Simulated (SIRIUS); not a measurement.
FeO (Wuestite) under changes of volume

One of the cells (10.067 Å³/atom); the others are scaled copies at fixed shape and fractional positions:

```
Fe O
1.0
     1.51882    0.87689    2.51958
    -1.51882    0.87689    2.51958
     0.00000   -1.75378    2.51958
Fe O
1 1
Direct
  0.00000 0.00000 0.00000
  0.50000 0.50000 0.50000
```

| Property | Result |
| --- | --- |
| Program | SIRIUS 7.12.0 |
| Functional | PBEsol |
| Potentials or basis | PseudoDojo 0.4.1 PBEsol standard (scalar relativistic) |
| Cutoff | 1228 eV |
| Density cutoff | 4912 eV |
| k mesh | 11 × 11 × 11 |
| Occupations | fermi-dirac, width 0.05 eV |
| Spin | collinear spin, ferromagnetic start |
| Starting moments | [3.0, 0.0] μB |

```tsv
volume (Å³/atom)	energy over the lowest point (meV/atom)	pressure (GPa)
9.463	0.00	1.6
9.664	0.80	-2.8
9.866	6.76	-6.6
10.067	17.31	-10.1
10.268	31.97	-13.2
10.470	50.28	-15.9
10.671	?	?
```

**Question.** What does the run at 10.671 Å³/atom give?

**Answer.** Energy over the lowest point 71.85 meV/atom; pressure -18.3 GPa.

Worked out: A Birch-Murnaghan fit of order 3 (a polynomial in V^(-2/3)) to the other rows has its minimum at 9.53 Å³/atom with B0 = V·E''(V) = 211 GPa and B' = 4.6 at fixed shape and positions, which overstates the stiffness. It gives 71.75 meV/atom at 10.671 Å³/atom, against the run's 71.85, and -dE/dV = -18.3 GPa, against -18.3.

Energies are extrapolated to zero smearing.

Caveats: a cell with one magnetic atom can't hold antiferromagnetic order, which such compounds often take.
